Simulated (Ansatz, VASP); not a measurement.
## One calculation of Br, two programs

INCAR

```
  PREC = Accurate
  ENCUT = 520
  EDIFF = 1E-6
  ISMEAR = -1
  SIGMA = 0.05
  LREAL = False
  LASPH = True
  NELM = 60
  ALGO = Normal
  ISIF = 2
  LWAVE = False
  LCHARG = True
  GGA = PS
  LELF = True
  LVHAR = True
  NBANDS = 10
```

Contents of KPOINTS:

```
regular mesh
0
Gamma
  16 16 16
```

Contents of POSCAR:

```
Br
1.0
   -1.4455433895      1.4455433895      1.4455433895
    1.4455433895     -1.4455433895      1.4455433895
    1.4455433895      1.4455433895     -1.4455433895
Br
1
Direct
    0.0000000000      0.0000000000      0.0000000000
```

Input for Ansatz:

```yaml
crystal:
  lattice:
    - [-1.4455433895, 1.4455433895, 1.4455433895]
    - [1.4455433895, -1.4455433895, 1.4455433895]
    - [1.4455433895, 1.4455433895, -1.4455433895]
  atoms:
    - { symbol: Br, position: [0.0, 0.0, 0.0] }
kpoints:
  mp_grid: { grid: [16, 16, 16] }
scf:
  occupations: { method: fermi_dirac, width: 0.05 }
hamiltonian:
  xc: pbesol
  pseudopotentials: { kind: all_electron, lapw: { basis_error: 0.001 } }
output:
  forces: true
  stress: true
  eigenvalues: true
  populations: true
```

Change from the starting cell: volume scaled by 0.5, LAPW.

Alike in both runs: task single point; functional PBEsol; k mesh 16 × 16 × 16; occupations fermi-dirac, width 0.05 eV; no spin polarisation.

```csv
,VASP,Ansatz
version,VASP 6.6.1,Ansatz 0.2.0
potentials or method,"VASP PAW PBE potentials, release 64 (Br)","all-electron LAPW, scalar-relativistic"
plane-wave cutoff (eV),520,see its input
```

|  | VASP | Ansatz | Ansatz less VASP |
| --- | --- | --- | --- |
| pressure (GPa) | 152.6 | 151.6 | -1.08 |

Ansatz ran all-electron here, so the differences hold the error of VASP's frozen core and of both bases.

Caveats: the cell as given lies far from equilibrium; so large a pressure means that the cell lies far from this level's equilibrium, or that cutoff or potentials fall short (VASP); the potentials were made for another functional, which shifts forces and pressure (VASP); an odd number of electrons without spin polarisation forces a metal; a magnetic or distorted state may lie lower.
